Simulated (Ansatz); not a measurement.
**Indium, simple cubic under PBE: structure, energy and stiffness, part 1 of 2**

What does PBE give for indium in the simple cubic structure? We relax it, solve it on a dense k-mesh, switch on spin-orbit coupling, then scale the cell to 7 volumes from 88 to 112 % of the relaxed one and try a fit of the equation of state. The k-meshes are 10×10×10 for the relaxation; 17×17×17 for the dense run; 10×10×10 for spin-orbit coupling; 11×11×11 for the volumes.

This is In in the simple cubic structure; at room conditions it is tetragonal.

Method: DFT PBE, plane waves (420 eV) with PAW, scalar-relativistic, in Ansatz 0.2.0.

### 1 The starting structure

Symmetry: Pm-3m, No. 221, cubic system. The conventional cell has a = 3.045 Å, b = 3.045 Å, c = 3.045 Å, α = 90.00°, β = 90.00°, γ = 90.00°. In (site symmetry m-3m) has 6 In at 3.05 Å as nearest neighbours.

Structure file:

```
CELL_PARAMETERS angstrom
3.04506 0.00000 0.00000
0.00000 3.04506 0.00000
0.00000 0.00000 3.04506
ATOMIC_POSITIONS crystal
In 0.00000 0.00000 0.00000
```

### 2 Geometry optimisation

The input, input.yaml:

```yaml
crystal:
  lattice:
    - [3.0450626401, 0.0, 0.0]
    - [0.0, 3.0450626401, 0.0]
    - [0.0, 0.0, 3.0450626401]
  atoms:
    - { symbol: In, position: [0.0, 0.0, 0.0] }
hamiltonian:
  xc: pbe
  pseudopotentials:
    kind: paw
    azcp:
      In: "pseudopotentials/In.paw.azcp"
basis:
  ecutwfc: 420
  fft_grid_basis: typed
kpoints:
  mp_grid: { grid: [10, 10, 10], shift: [0, 0, 0] }
magnetization:
  spin_polarized: false
scf:
  occupations: { method: fermi_dirac, width: 0.1 }
relax:
  max_steps: 60
  f_tol: 0.01
  cell: {}
```

Run with:

```bash
$ ansatz run input.yaml --threads 1 --pin off --max-ram 3584MiB --backend cpu --events-out ev --progress --plain --runs-dir out
```

The log of the run:

```text
Engine: ansatz 0.2.0, x86_64-unknown-linux-gnu
Pseudopotentials: kind: paw
Pseudopotential: In, paw, valence charge 13, recommended cutoff 420 eV (normal), <dir>
Functional definition: PBE
  parameter kappa = 0.804
  parameter beta = 0.06672455060314922
  exchange = pbe_x(kappa = kappa, mu = beta*pi^2/3)
  correlation = pbe_c(beta = beta)
Crystal: 1 atoms, lattice volume = 28.235 Å³
Basis set: ecut = 420 eV, 515 PW (Γ), exchange–correlation on 48×48×48 points (8 copies of the dense FFT grid, shifted against one another)
Bands: 11, of which v1, the nominal top of the filled ones, is band 7 counted from 1 (6 counted from 0)
Symmetry: 48 space group operations
Space group: Pm-3m (ITA 221), of the structure as read, at distance tolerance 3.0e-5 Å
k-points: 56 of 1000
Non-local potential: In, projectors of the file, l = 0: 2, l = 1: 2, l = 2: 2, l = 3: 2
PAW form: soft (Blöchl's): semilocal exchange-correlation on the pseudo side does not see the compensation charge
PAW one-centre angular grid: In, 590 points (default); XC on 64 Gauss nodes
Initial density: superposition of atomic densities (neutral atoms: chi_scale 0, normalization atom), corrected by the library's trained network
Initial wavefunctions: pseudopotential atomic-orbital guess
Functional: x = pbe(κ = 0.804, μ = 0.2195149727645171), c = pbe(β = 0.06672455060314922)
SCF iter   1: F=—  HF=-5597.759471 eV  |F-HF|=—  |Δ(HF+E_count)|=         —  Δρ=7.19e-4  dr2=6.89e-5  ethr=1.77e-3  ⟨swp⟩=5.1  Hψ=3683  notcnv=0
preconditioner: auto → none  [metal: Δε(μ)=0.073 eV  Ē_g=19.673 eV  σ=0.100 eV  W_gap=0.18  n_scr=6 (ndim 8)  ℏωp=25.2 eV  f_vac=0.000  D(μ)=0.54/eV (n_scr^D=0)  sad-step TF]
SCF iter   2: F=—  HF=-5597.759025 eV  |F-HF|=—  |Δ(HF+E_count)|=   4.45e-4  Δρ=2.01e-4  dr2=4.06e-6  ethr=5.30e-7  ⟨swp⟩=2.0  Hψ=1414  notcnv=0
SCF iter   3: F=—  HF=-5597.759040 eV  |F-HF|=—  |Δ(HF+E_count)|=   1.50e-5  Δρ=1.09e-4  dr2=1.48e-6  ethr=3.13e-8  ⟨swp⟩=2.0  Hψ=976  notcnv=0
SCF iter   4: F=—  HF=-5597.759046 eV  |F-HF|=—  |Δ(HF+E_count)|=   5.99e-6  Δρ=3.95e-5  dr2=2.79e-7  ethr=1.14e-8  ⟨swp⟩=2.4  Hψ=964  notcnv=0
iter 5 did not close the SCF: its close was put off for the readings that it lacked (scf_convergence_deferred on its scf_iter line)
SCF iter   5: F=-5597.759046 eV  HF=-5597.759046 eV  |F-HF|=1.38e-8  |Δ(HF+E_count)|=   1.22e-7  Δρ=9.63e-6  dr2=1.44e-8  ethr=2.14e-9  ⟨swp⟩=2.0  Hψ=892  notcnv=0
SCF iter   6: F=-5597.759046 eV  HF=-5597.759046 eV  |F-HF|=8.28e-11  |Δ(HF+E_count)|=   5.60e-9  Δρ=7.21e-7  dr2=7.71e-11  ethr=1.11e-10  ⟨swp⟩=2.1  Hψ=1881  notcnv=0
SCF 1 converged in 6 iterations: F = -5597.759046 eV  dr2 = 7.71e-11
relax step   1: F+E_penalty+E_count = -5597.75904616 eV  Δ(F+E_penalty+E_count) = +0.000e0 eV  max|allowed force component| = 0.000e0 eV/Å  Δτ_max = 0.0000 Å  P = +1.631 GPa  Ω = 28.235 Å³  (6 SCF iters, dr2 threshold 1.00e-7 eV, accepted)
Crystal: 1 atoms, lattice volume = 29.429 Å³
Basis set: ecut = 420 eV, 587 PW (Γ), exchange–correlation on 48×48×48 points (8 copies of the dense FFT grid, shifted against one another)
Initial density: handed on by an earlier stage of this run
Initial wavefunctions: those handed on with the density
iter 1 solved again at ethr=1.51e-6 eV; its pass at ethr=3.10e-3 eV (dr2=1.96e-4 eV) is discarded
SCF iter   1: F=—  HF=-5597.765119 eV  |F-HF|=—  |Δ(HF+E_count)|=         —  Δρ=8.62e-4  dr2=2.35e-4  ethr=1.51e-6  ⟨swp⟩=2.8  Hψ=5736  notcnv=0
preconditioner: auto → none  [metal: Δε(μ)=0.069 eV  Ē_g=19.449 eV  σ=0.100 eV  W_gap=0.17  n_scr=6 (ndim 8)  ℏωp=24.7 eV  f_vac=0.000  D(μ)=0.55/eV (n_scr^D=0)]
SCF iter   2: F=—  HF=-5597.765080 eV  |F-HF|=—  |Δ(HF+E_count)|=   3.94e-5  Δρ=4.81e-4  dr2=3.10e-5  ethr=1.51e-6  ⟨swp⟩=2.1  Hψ=963  notcnv=0
SCF iter   3: F=—  HF=-5597.765090 eV  |F-HF|=—  |Δ(HF+E_count)|=   1.06e-5  Δρ=1.55e-4  dr2=4.05e-6  ethr=2.39e-7  ⟨swp⟩=1.0  Hψ=617  notcnv=0
SCF iter   4: F=-5597.765093 eV  HF=-5597.765093 eV  |F-HF|=1.41e-8  |Δ(HF+E_count)|=   2.60e-6  Δρ=8.56e-6  dr2=2.96e-8  ethr=7.69e-10  ⟨swp⟩=3.5  Hψ=2292  notcnv=0
SCF 2 converged in 4 iterations: F = -5597.765093 eV  dr2 = 2.96e-8
relax step   2: F+E_penalty+E_count = -5597.76509288 eV  Δ(F+E_penalty+E_count) = -6.047e-3 eV  max|allowed force component| = 0.000e0 eV/Å  Δτ_max = 0.0000 Å  P = +0.123 GPa  Ω = 29.429 Å³  energy of the carried Pulay correction = -2.726e-4 eV  (4 SCF iters, dr2 threshold 1.00e-7 eV, accepted)
Crystal: 1 atoms, lattice volume = 29.531 Å³
iter 1 solved again at ethr=5.61e-9 eV; its pass at ethr=3.10e-3 eV (dr2=7.30e-7 eV) is discarded
SCF iter   1: F=—  HF=-5597.765113 eV  |F-HF|=—  |Δ(HF+E_count)|=         —  Δρ=7.14e-5  dr2=1.48e-6  ethr=5.61e-9  ⟨swp⟩=3.6  Hψ=5297  notcnv=0
preconditioner: auto → none  [metal: Δε(μ)=0.069 eV  Ē_g=19.411 eV  σ=0.100 eV  W_gap=0.17  n_scr=6 (ndim 8)  ℏωp=24.6 eV  f_vac=0.000  D(μ)=0.55/eV (n_scr^D=0)]
SCF iter   2: F=—  HF=-5597.765113 eV  |F-HF|=—  |Δ(HF+E_count)|=   4.27e-7  Δρ=4.02e-5  dr2=2.35e-7  ethr=5.61e-9  ⟨swp⟩=2.0  Hψ=981  notcnv=0
SCF iter   3: F=-5597.765113 eV  HF=-5597.765113 eV  |F-HF|=1.92e-8  |Δ(HF+E_count)|=   1.34e-7  Δρ=1.23e-5  dr2=2.88e-8  ethr=2.91e-10  ⟨swp⟩=4.4  Hψ=1686  notcnv=0
SCF 3 converged in 3 iterations: F = -5597.765113 eV  dr2 = 2.88e-8
relax step   3: F+E_penalty+E_count = -5597.76511275 eV  Δ(F+E_penalty+E_count) = -1.987e-5 eV  max|allowed force component| = 0.000e0 eV/Å  Δτ_max = 0.0000 Å  P = +0.010 GPa  Ω = 29.531 Å³  energy of the carried Pulay correction = -2.950e-4 eV  (3 SCF iters, dr2 threshold 3.78e-8 eV, accepted)
Initial wavefunctions: pseudopotential atomic-orbital guess (no wavefunctions were taken with the density)
iter 1 solved again at ethr=1.14e-7 eV; its pass at ethr=3.10e-3 eV (dr2=1.48e-5 eV) is discarded
SCF iter   1: F=—  HF=-5597.765400 eV  |F-HF|=—  |Δ(HF+E_count)|=         —  Δρ=8.33e-5  dr2=4.31e-7  ethr=1.14e-7  ⟨swp⟩=2.6  Hψ=5276  notcnv=0
preconditioner: auto → none  [metal: Δε(μ)=0.069 eV  Ē_g=19.409 eV  σ=0.100 eV  W_gap=0.17  n_scr=6 (ndim 8)  ℏωp=24.6 eV  f_vac=0.000  D(μ)=0.55/eV (n_scr^D=0)]
SCF iter   2: F=—  HF=-5597.765399 eV  |F-HF|=—  |Δ(HF+E_count)|=   5.91e-7  Δρ=3.50e-5  dr2=8.27e-8  ethr=3.32e-9  ⟨swp⟩=2.0  Hψ=900  notcnv=0
SCF iter   3: F=—  HF=-5597.765400 eV  |F-HF|=—  |Δ(HF+E_count)|=   1.46e-7  Δρ=9.12e-6  dr2=5.20e-9  ethr=6.36e-10  ⟨swp⟩=2.0  Hψ=715  notcnv=0
SCF iter   4: F=—  HF=-5597.765400 eV  |F-HF|=—  |Δ(HF+E_count)|=   1.01e-8  Δρ=8.88e-7  dr2=1.12e-10  ethr=4.00e-11  ⟨swp⟩=2.0  Hψ=975  notcnv=0
SCF iter   5: F=-5597.765400 eV  HF=-5597.765400 eV  |F-HF|=9.09e-13  |Δ(HF+E_count)|=  1.61e-10  Δρ=9.55e-8  dr2=1.60e-12  ethr=1.00e-12  ⟨swp⟩=5.9  Hψ=2322  notcnv=0
SCF 4 converged in 5 iterations: F = -5597.765400 eV  dr2 = 1.60e-12
relax step   4: F+E_penalty+E_count = -5597.76539955 eV  Δ(F+E_penalty+E_count) = -2.868e-4 eV  max|allowed force component| = 0.000e0 eV/Å  Δτ_max = 0.0000 Å  P = +0.007 GPa  Ω = 29.531 Å³  stress off target by 6.56e-3 GPa  SCF on the basis re-selected at this cell (its energy is not comparable with the rows above)  (5 SCF iters)
basis re-selected at this cell: Δ(F+E_penalty+E_count) = -2.868e-4 eV, ΔP = -0.004 GPa vs the last step (what re-selecting the basis moved, of the pressure what is left beyond the Pulay correction that the steps carried, after the strain that the cell walked since its last selection, with what the two solves' SCF thresholds leave and, on support functions, any second-order correction that the steps lacked; it is no measure of the basis error at this ecutwfc). This SCF's stress stands 6.56e-3 GPa from its target on what of the cell is left free (relax.cell.stress_tol is 5.00e-2 GPa) and its largest allowed force component is 0.00e0 eV/Å (relax.f_tol is 1.00e-2 eV/Å): within both
SCF converged after 5 iterations
Free energy (F): -5597.765400 eV
Harris-Foulkes:  -5597.765400 eV  (|F-HF|=9.09e-13)
Internal energy: -5597.748146 eV  (E = F + TS)
E sigma→0 (E₀):  -5597.756773 eV
Entropy (-TS):   -0.017254 eV (-17.254 meV/atom)
Fermi energy:    8.532195 eV
--- Per-component energies (eV) ---
  E_band       = -45.203876
  E_kinetic    = 241.102632
  E_local      = -1186.408919  (includes V_loc(G=0)·N_el)
  E_nonlocal   = 365.917686
  E_hartree    = 466.507521
  E_xc         = -215.620586
  E_vxc        = -99.508358  (∫ρ·V_xc dr)
  E_paw        = -4152.326118  (= ΣΔE_a)
  E_vpaw       = -299.321936  (= ΣTr[D̂ρ^β])
  E_aug_tail   = 0.000025  (compensation charges beyond the density's cutoff)
  E_ewald      = -1116.920388
  E_smearing   = -0.017254  (= −TS)
  E_closure    = -0.000000  (closes the sum)
  Σ components = -5597.765400   (vs F -5597.765400, Δ=0.00e0)
--- Forces (eV/Å), atoms counted from 1 ---
  atom   1  In    -0.00000000     0.00000000     0.00000000
  max |Σ_I F_I| component: 4.16e-32 eV/Å
--- Stress (GPa, compression-positive) ---
        0.006561       0.000000       0.000000
        0.000000       0.006561       0.000000
        0.000000       0.000000       0.006561
  P = ⅓ Tr σ = 0.0066 GPa (0.066 kbar)
--- Relaxed structure (3 steps of the walk, 3 accepted, 1 SCFs on fresh bases) ---
  F+E_penalty+E_count = -5597.76539955 eV   max|allowed force component| = 0.000e0 eV/Å   (the final SCF, on the basis selected at the relaxed cell)
  cell:  # Å, volume = 29.5307 Å³
    - [3.090944183261621, -1.9901276092001435e-33, 3.851859888774472e-34]
    - [-1.7333369499485123e-33, 3.090944183261621, 0.0]
    - [6.419766481290785e-34, 0.0, 3.090944183261621]
  atoms:
    - { symbol: In, position: [0.0, 0.0, 0.0] }
```

Run time: 6.6 s. Hardware: 1 thread of Intel Xeon Platinum 8259CL at 2.50GHz (Skylake/Cascade Lake), shared host; peak memory 0.49 GiB.

Step by step:

```
step  energy change (meV/atom)  largest force (eV/Å)  pressure (GPa)  volume (Å³/atom)
   1                      0.00                0.0000            1.63            28.235
   2                     -6.05                0.0000            0.12            29.429
   3                     -6.07                0.0000            0.01            29.531
   4                     -6.35                0.0000            0.01            29.531
```

Steps that repeat a cell are solved on a basis chosen anew, so their changes of energy are no gain of the relaxation.

Changes in the cell that was computed:

|  | before | after | change |
| --- | --- | --- | --- |
| a (Å) | 3.045 | 3.091 | +1.5 % |
| b (Å) | 3.045 | 3.091 | +1.5 % |
| c (Å) | 3.045 | 3.091 | +1.5 % |
| volume (Å³/atom) | 28.235 | 29.531 | +4.6 % |
| shortest distance (Å) | 3.045 | 3.091 | +1.5 % |
| space group (spins left aside) | Pm-3m | Pm-3m | same |

### 3 Dense single point

The input, input.yaml:

```yaml
crystal:
  lattice:
    - [3.0909441833, 0.0, 0.0]
    - [0.0, 3.0909441833, 0.0]
    - [0.0, 0.0, 3.0909441833]
  atoms:
    - { symbol: In, position: [0.0, 0.0, 0.0] }
hamiltonian:
  xc: pbe
  pseudopotentials:
    kind: paw
    azcp:
      In: "pseudopotentials/In.paw.azcp"
basis:
  ecutwfc: 420
  fft_grid_basis: typed
kpoints:
  mp_grid: { grid: [17, 17, 17], shift: [0, 0, 0] }
magnetization:
  spin_polarized: false
scf:
  occupations: { method: fermi_dirac, width: 0.1 }
```

Run with:

```bash
$ ansatz run input.yaml --threads 1 --pin off --max-ram 3584MiB --backend cpu --events-out ev --progress --plain --runs-dir out
```

The log of the run (excerpt; [...] marks lines left out):

```text
[...]
[... 3 set-up lines as earlier in the session ...]
[...]
Crystal: 1 atoms, lattice volume = 29.531 Å³
Basis set: ecut = 420 eV, 587 PW (Γ)
Bands: 11, of which v1, the nominal top of the filled ones, is band 7 counted from 1 (6 counted from 0)
[... 1 set-up line as earlier in the session ...]
Space group: Pm-3m (ITA 221), of the structure as read, at distance tolerance 3.1e-5 Å
k-points: 165 of 4913
[...]
SCF iter   1: F=—  HF=-5597.760692 eV  |F-HF|=—  |Δ(HF+E_count)|=         —  Δρ=7.25e-4  dr2=8.27e-5  ethr=1.77e-3  ⟨swp⟩=5.1  Hψ=10699  notcnv=0
[...]
SCF iter   6: F=-5597.760263 eV  HF=-5597.760263 eV  |F-HF|=5.55e-11  |Δ(HF+E_count)|=   1.69e-8  Δρ=6.30e-7  dr2=6.17e-11  ethr=3.34e-10  ⟨swp⟩=1.0  Hψ=5223  notcnv=0
[...]
SCF converged after 6 iterations
Free energy (F): -5597.760263 eV
[...]
E sigma→0 (E₀):  -5597.751555 eV
Entropy (-TS):   -0.017416 eV (-17.416 meV/atom)
Fermi energy:    8.500371 eV
[...]
```

Wall time 3.6 s (1 thread of Intel Xeon Platinum 8259CL at 2.50GHz (Skylake/Cascade Lake), shared host); peak memory 0.51 GiB.

### 4 A two-component run at the same geometry

Edit input.yaml of step 3 so:

```diff
@@ -10,3 +10,3 @@
   pseudopotentials:
-    kind: paw
+    kind: paw_fr
     azcp:
@@ -17,5 +17,6 @@
 kpoints:
-  mp_grid: { grid: [17, 17, 17], shift: [0, 0, 0] }
+  mp_grid: { grid: [10, 10, 10], shift: [0, 0, 0] }
 magnetization:
-  spin_polarized: false
+  noncollinear: true
+  spin_orbit: true
 scf:
```

Run with:

```bash
$ ansatz run input.yaml --threads 1 --pin off --max-ram 3584MiB --backend cpu --events-out ev --progress --plain --runs-dir out
```

The log of the run (excerpt; [...] marks lines left out):

```text
[...]
Pseudopotentials: kind: paw_fr
Pseudopotential: In, paw_fr, valence charge 13, recommended cutoff 420 eV (normal), <dir>
[... 1 set-up line as earlier in the session ...]
[...]
non-collinear run that drives no moment, with spin-orbit: no starting moment large enough to seed its density (crystal.atoms[].spin), no starting occupations that ask for one, no magnetisation constraint and no magnetic field, so the semilocal B_xc is pinned to zero
Crystal: 1 atoms, lattice volume = 29.531 Å³
Basis set: ecut = 420 eV, 587 PW (Γ)
Bands: 22, of which v1, the nominal top of the filled ones, is band 13 counted from 1 (12 counted from 0)
Symmetry: 48 space group operations + 48 with time reversal
Magnetic group: BNS 221.93 (UNI 1595), of the structure as read, at distance tolerance 3.1e-5 Å
k-points: 56 of 1000
Projection manifold: j_resolved (fully-relativistic pseudo-atomic orbitals)
[...]
SCF iter   1: F=—  HF=-5599.703984 eV  |F-HF|=—  |Δ(HF+E_count)|=         —  Δρ=1.31e-2  dr2=5.58e-2  dr2_m=0.00e0 (ungated)  ethr=3.10e-3  |M|=0.00e0 ∫|m|=0.00e0 μB  |m|>n=0.0e0 m-floor=0.0e0 τ_xc=0.0e0  β_m=0.30  ⟨swp⟩=9.0  Hψ=4052  notcnv=0  defer=18
[...]
SCF iter   7: F=-5599.686740 eV  HF=-5599.686740 eV  |F-HF|=2.33e-9  |Δ(HF+E_count)|=   1.50e-8  Δρ=3.31e-6  dr2=2.83e-9  dr2_m=0.00e0 (ungated)  ethr=7.69e-10  |M|=0.00e0 ∫|m|=0.00e0 μB  |m|>n=0.0e0 m-floor=0.0e0 τ_xc=0.0e0  ⟨swp⟩=2.1  Hψ=1207  notcnv=0
[...]
SCF converged after 7 iterations
Magnetization: |M| = 0.0000 μB,  M = (+0.0000, +0.0000, +0.0000) μB
Absolute magnetization: 0.0000 μB (∫|m|)
  site 0: m = (+0.0000, +0.0000, +0.0000) μB, |m| = 0.0000 μB  (R = 1.28 Å)
Free energy (F): -5599.686740 eV
[...]
E sigma→0 (E₀):  -5599.678276 eV
Entropy (-TS):   -0.016930 eV (-16.930 meV/atom)
Fermi energy:    8.513210 eV
[...]
```

Wall time 6.8 s (1 thread of Intel Xeon Platinum 8259CL at 2.50GHz (Skylake/Cascade Lake), shared host); peak memory 0.47 GiB.

Side by side:

```
                          scalar-relativistic      with spin-orbit coupling
         k-mesh                      17×17×17                      10×10×10
gap on the mesh  none (levels filled in part)  none (levels filled in part)
```

The meshes differ, so small differences between the columns need not come from spin-orbit coupling.

### 5 The cell scaled to 88 % of its volume

The input, input.yaml:

```yaml
crystal:
  lattice:
    - [2.9620022674, 0.0, 0.0]
    - [0.0, 2.9620022674, 0.0]
    - [0.0, 0.0, 2.9620022674]
  atoms:
    - { symbol: In, position: [0.0, 0.0, 0.0] }
hamiltonian:
  xc: pbe
  pseudopotentials:
    kind: paw
    azcp:
      In: "pseudopotentials/In.paw.azcp"
basis:
  ecutwfc: 420
  fft_grid_basis: typed
kpoints:
  mp_grid: { grid: [11, 11, 11], shift: [0, 0, 0] }
magnetization:
  spin_polarized: false
scf:
  occupations: { method: fermi_dirac, width: 0.1 }
  lower_state_search: "off"
output:
  stress: true
```

Run with:

```bash
$ ansatz run input.yaml --threads 1 --pin off --max-ram 3584MiB --backend cpu --events-out ev --progress --plain --runs-dir out
```

The log of the run (excerpt; [...] marks lines left out):

```text
[...]
[... 3 set-up lines as earlier in the session ...]
[...]
Crystal: 1 atoms, lattice volume = 25.987 Å³
Basis set: ecut = 420 eV, 485 PW (Γ)
Bands: 11, of which v1, the nominal top of the filled ones, is band 7 counted from 1 (6 counted from 0)
[... 2 set-up lines as earlier in the session ...]
k-points: 56 of 1331
[...]
SCF iter   1: F=—  HF=-5597.703203 eV  |F-HF|=—  |Δ(HF+E_count)|=         —  Δρ=9.83e-4  dr2=1.63e-4  ethr=1.77e-3  ⟨swp⟩=5.0  Hψ=3623  notcnv=0
[...]
SCF iter   6: F=-5597.702813 eV  HF=-5597.702813 eV  |F-HF|=2.25e-10  |Δ(HF+E_count)|=   1.58e-9  Δρ=1.27e-6  dr2=2.07e-10  ethr=1.51e-11  ⟨swp⟩=1.2  Hψ=1545  notcnv=0
[...]
SCF converged after 6 iterations
Free energy (F): -5597.702813 eV
[...]
E sigma→0 (E₀):  -5597.693189 eV
Entropy (-TS):   -0.019249 eV (-19.249 meV/atom)
Fermi energy:    10.160725 eV
[...]
--- Stress (GPa, compression-positive) ---
        5.616516       0.000000       0.000000
        0.000000       5.616516       0.000000
        0.000000       0.000000       5.616516
  P = ⅓ Tr σ = 5.6165 GPa (56.165 kbar)
```

Run time: 1.7 s. Hardware: 1 thread of Intel Xeon Platinum 8259CL at 2.50GHz (Skylake/Cascade Lake), shared host; peak memory 0.45 GiB.

### 6 The cell scaled to 92 % of its volume

Edit input.yaml of step 5 so:

```diff
@@ -2,5 +2,5 @@
   lattice:
-    - [2.9620022674, 0.0, 0.0]
-    - [0.0, 2.9620022674, 0.0]
-    - [0.0, 0.0, 2.9620022674]
+    - [3.0062177751, 0.0, 0.0]
+    - [0.0, 3.0062177751, 0.0]
+    - [0.0, 0.0, 3.0062177751]
   atoms:
```

Run with:

```bash
$ ansatz run input.yaml --threads 1 --pin off --max-ram 3584MiB --backend cpu --events-out ev --progress --plain --runs-dir out
```

The log of the run (excerpt; [...] marks lines left out):

```text
[...]
[... 3 set-up lines as earlier in the session ...]
[...]
Crystal: 1 atoms, lattice volume = 27.168 Å³
Basis set: ecut = 420 eV, 515 PW (Γ)
Bands: 11, of which v1, the nominal top of the filled ones, is band 7 counted from 1 (6 counted from 0)
[... 2 set-up lines as earlier in the session ...]
k-points: 56 of 1331
[...]
SCF iter   1: F=—  HF=-5597.736008 eV  |F-HF|=—  |Δ(HF+E_count)|=         —  Δρ=8.80e-4  dr2=1.34e-4  ethr=1.77e-3  ⟨swp⟩=5.0  Hψ=3628  notcnv=0
[...]
SCF iter   6: F=-5597.735591 eV  HF=-5597.735591 eV  |F-HF|=1.27e-11  |Δ(HF+E_count)|=   1.75e-9  Δρ=2.85e-7  dr2=1.23e-11  ethr=2.14e-11  ⟨swp⟩=1.6  Hψ=1851  notcnv=0
[...]
SCF converged after 6 iterations
Free energy (F): -5597.735591 eV
[...]
E sigma→0 (E₀):  -5597.725947 eV
Entropy (-TS):   -0.019289 eV (-19.289 meV/atom)
Fermi energy:    9.550966 eV
[...]
--- Stress (GPa, compression-positive) ---
        3.364880       0.000000       0.000000
        0.000000       3.364880       0.000000
        0.000000       0.000000       3.364880
  P = ⅓ Tr σ = 3.3649 GPa (33.649 kbar)
```

Run time: 2 s. Hardware: 1 thread of Intel Xeon Platinum 8259CL at 2.50GHz (Skylake/Cascade Lake), shared host; peak memory 0.46 GiB.

### 7 The cell scaled to 96 % of its volume

Edit input.yaml of step 6 so:

```diff
@@ -2,5 +2,5 @@
   lattice:
-    - [3.0062177751, 0.0, 0.0]
-    - [0.0, 3.0062177751, 0.0]
-    - [0.0, 0.0, 3.0062177751]
+    - [3.0491695463, 0.0, 0.0]
+    - [0.0, 3.0491695463, 0.0]
+    - [0.0, 0.0, 3.0491695463]
   atoms:
```

Run with:

```bash
$ ansatz run input.yaml --threads 1 --pin off --max-ram 3584MiB --backend cpu --events-out ev --progress --plain --runs-dir out
```

The log of the run (excerpt; [...] marks lines left out):

```text
[...]
[... 3 set-up lines as earlier in the session ...]
[...]
Crystal: 1 atoms, lattice volume = 28.349 Å³
Basis set: ecut = 420 eV, 515 PW (Γ)
Bands: 11, of which v1, the nominal top of the filled ones, is band 7 counted from 1 (6 counted from 0)
[... 2 set-up lines as earlier in the session ...]
k-points: 56 of 1331
[...]
SCF iter   1: F=—  HF=-5597.754004 eV  |F-HF|=—  |Δ(HF+E_count)|=         —  Δρ=7.81e-4  dr2=1.10e-4  ethr=1.77e-3  ⟨swp⟩=5.0  Hψ=3638  notcnv=0
[...]
SCF iter   6: F=-5597.753587 eV  HF=-5597.753587 eV  |F-HF|=9.09e-13  |Δ(HF+E_count)|=   7.90e-9  Δρ=1.19e-7  dr2=1.84e-12  ethr=1.07e-10  ⟨swp⟩=2.2  Hψ=1882  notcnv=0
[...]
SCF converged after 6 iterations
Free energy (F): -5597.753587 eV
[...]
E sigma→0 (E₀):  -5597.743959 eV
Entropy (-TS):   -0.019256 eV (-19.256 meV/atom)
Fermi energy:    8.996739 eV
[...]
--- Stress (GPa, compression-positive) ---
        1.584991      -0.000000      -0.000000
       -0.000000       1.584991       0.000000
       -0.000000       0.000000       1.584991
  P = ⅓ Tr σ = 1.5850 GPa (15.850 kbar)
```

Run time: 1.8 s. Hardware: 1 thread of Intel Xeon Platinum 8259CL at 2.50GHz (Skylake/Cascade Lake), shared host; peak memory 0.46 GiB.

(Continued in part 2 of 2.)
